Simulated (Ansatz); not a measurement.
KI (rocksalt) (r2SCAN geometry), in Ansatz:

```cif
data_structure
_symmetry_space_group_name_H-M 'P 1'
_symmetry_Int_Tables_number 1
_cell_length_a 5.0124
_cell_length_b 5.0124
_cell_length_c 5.0124
_cell_angle_alpha 60.000
_cell_angle_beta 60.000
_cell_angle_gamma 60.000
_cell_volume 89.05
loop_
_atom_site_label
_atom_site_type_symbol
_atom_site_fract_x
_atom_site_fract_y
_atom_site_fract_z
_atom_site_occupancy
K1 K 0.00000 0.00000 0.00000 1
I1 I 0.50000 0.50000 0.50000 1
```

G0W0@PBE with 334 empty bands, a screening cutoff of 140 eV and a 4×4×4 mesh (PAW, contour deformation) gives 6.091 eV over the mesh points, from a PBE gap of 3.944 eV; it sums over 347 bands with 331 plane waves in the screening and a wave cutoff of 420 eV. G0W0 here is at a finite number of bands, screening cutoff and k mesh, not at the basis limit. Spin-unpolarised throughout; all numbers are computed.

**Question.** Estimate the gap with potentials of the kind norm-conserving, with them a wave cutoff of 952 eV.

**Answer.** 5.984 eV (-0.107 eV), from a Kohn-Sham gap of 3.940 eV.

**Question.** Estimate the gap with frequency model Godby-Needs pole.

**Answer.** 6.098 eV (+0.007 eV), from a Kohn-Sham gap of 3.944 eV.

Spin-orbit coupling is left out, which matters wherever the heavy atoms make up the band edges.
